DFTK 0.8.2 calculations with PBE and norm-conserving pseudopotentials, without spin polarisation or spin-orbit coupling, for a four-atom PbO cell (P4/nmm) with its volume scaled by 1.25. The Fermi-Dirac smearing width (eV) is varied at a 3×3×3 k mesh, a 1251.72 eV plane-wave cutoff and at least 25 bands; energies are free energies relative to the 0.01 eV width.

| sweep value | energy less tightest (meV/atom) | pressure (GPa) | gap (eV) | largest force (eV/Å) | scf iterations |
| --- | --- | --- | --- | --- | --- |
| 0.5 | -48.54 | -8.067 | 1.981 | 1.854 | 13 |
| 0.3 | -4.56 | -8.913 | 1.924 | 2.067 | 12 |
| 0.2 | -0.37 | -9.043 | 1.913 | 2.094 | 14 |
| 0.1 | 0.00 | -9.060 | 1.911 | 2.096 | 13 |
| 0.05 | 0.00 | -9.060 | 1.911 | 2.096 | 13 |
| 0.025 | 0.00 | -9.060 | 1.911 | 2.096 | 14 |
| 0.01 | 0.00 | -9.060 | 1.911 | 2.096 | 18 |

The sweep value is the width σ, in eV, over which the occupation of the electron levels is smeared from full to empty. It acts as an electronic temperature, and 0.5 eV corresponds to roughly 6000 K. At that width the free energy lies 48.54 meV/atom below its value at the tightest width, while from 0.1 eV downwards energy, pressure, gap and force no longer change in the printed digits. The cell is PbO with its volume stretched by a quarter, so a large negative pressure and a large force are to be expected, and both remain when the smearing is converged.

Two limits explain the column of energies. If σ is very small compared with the gap, every valence level is full and every conduction level empty, and smearing has nothing to act on. If σ is a sizeable part of the gap, the smeared occupations lift some electrons into the conduction bands and leave holes behind. These carriers have entropy, and the entropy lowers the free energy.

The passage between the limits follows from a short argument. The level that separates mostly full from mostly empty states lies near the middle of the gap E, so the number of carriers varies as exp(−E/2σ). While they are few, they behave like an ideal gas, and each lowers the free energy by σ. The lowering therefore varies as σ·exp(−E/2σ), which collapses once σ is well below the gap.

The step from 0.2 to 0.1 eV shows how abrupt this is. Halving σ gives a factor of 0.5, and with the tight gap of 1.911 eV the exponential adds a factor exp(−4.78), or about 0.008. The lowering of 0.37 meV/atom should thus shrink to about 0.002, and the table prints 0.00. A lowering proportional to σ² would have left 0.09, which would be visible.

The same formula does less well at the larger widths. Started from the 0.3 eV row, it gives 0.62 meV/atom at 0.2 eV, where the calculation finds 0.37; started from the 0.5 eV row, it gives 8.1 at 0.3 eV, where the calculation finds 4.56. The likely reason is that it charges every excitation only the smallest gap, whereas most cost more and die out faster. No constant was adjusted; each estimate uses the tight gap and the energy of the next wider row.

A common remedy for smearing errors is to extrapolate the energy to zero width by adding half of the entropy term (temperature times entropy) to the free energy. Here the remedy fails. At 0.3 eV the free energy is 4.56 meV/atom too low, and the extrapolated energy is 7.78 too high, both relative to the tightest width. At 0.2 eV the extrapolated energy is again the worse of the two, and at 0.5 eV the two errors are almost equal in size. A shortage of empty bands is not to blame in that widest row: the 25 bands, five more than the filled ones, are only a minimum, and DFTK adds further bands until the highest has a negligible occupation.

The remedy was made for metals. There the free energy falls as σ², the internal energy rises by the same amount, and the mean of the two is correct. If the lowering instead grows as σ to the power n, the entropy term is n times the lowering, and adding half of it is right only for n = 2. The runs give n of about 4, 5 and 7 at 0.5, 0.3 and 0.2 eV, as the output below shows. An exponential has no fixed power: the narrower the smearing, the larger n becomes, and the more the correction overshoots in proportion to the error it should remove.

The pressure suffers too. At 0.5 eV it is 0.99 GPa less negative than at the tightest width, so the carriers push the cell outwards. By thermodynamics, this means that the lowering of the free energy grows as the cell expands, as it would if excitations became cheaper in a larger cell. A volume relaxed with such smearing would carry this false push.

The gap is a poor alarm, because it stays open at every width and at 0.3 eV is only 13 meV off. The entropy term is a better one, since a solid with a clear gap should have practically none. At 0.3 eV it amounts to 24.68 meV/atom, which a single run reveals without any comparison; at 0.1 eV it has vanished.

The practical rule for a gapped solid is to reduce the width until the entropy term is negligible at the accuracy required, and not to rely on the extrapolation. For this cell 0.2 eV keeps the free energy within 1 meV/atom, and 0.1 eV removes the error from every printed property. The narrower width costs no extra effort here, as the runs at 0.5 and 0.1 eV both took 13 iterations. The choice depends on the gap, however, and 1.911 eV belongs to this coarse mesh without spin-orbit coupling. If a finer mesh or spin-orbit coupling narrows the gap, the entropy term has to be checked again.

Output of the analysis:

```
Errors against the tightest width in meV/atom:
    row  free energy  entropy term  internal energy  extrapolated energy
    0.5       -48.54         191.6              143                47.24
    0.3        -4.56         24.68            20.12                 7.78
    0.2        -0.37          2.62             2.25                 0.94
    0.1            0             0                0                    0
   0.05            0             0                0                    0
  0.025            0             0                0                    0
   0.01            0             0                0                    0
Shifts against the tightest width:
    row  pressure GPa  gap meV  force meV/angstrom
    0.5         0.993       70                -242
    0.3         0.147       13                 -29
    0.2         0.017        2                  -2
    0.1             0        0                   0
   0.05             0        0                   0
  0.025             0        0                   0
   0.01             0        0                   0
largest loss of force in percent: -11.55
power n from the entropy term at widths 0.5 and 0.3 and 0.2 eV: 3.946, 5.412, 7.081
power n between rows 0.5 to 0.3 and 0.3 to 0.2 eV: 4.63, 6.194
error of extrapolated energy over lowering of free energy at 0.5 and 0.3 and 0.2 eV: 0.9732, 1.706, 2.541
lowering estimated from the next wider row at 0.3 and 0.2 and 0.1 eV in meV/atom: 8.146, 0.6184, 0.001557
lowering at 0.1 eV if it were quadratic in meV/atom: 0.0925
percent growth of the lowering per percent of expansion at 0.5 and 0.3 and 0.2 eV: 3.182, 5.014, 7.146
```
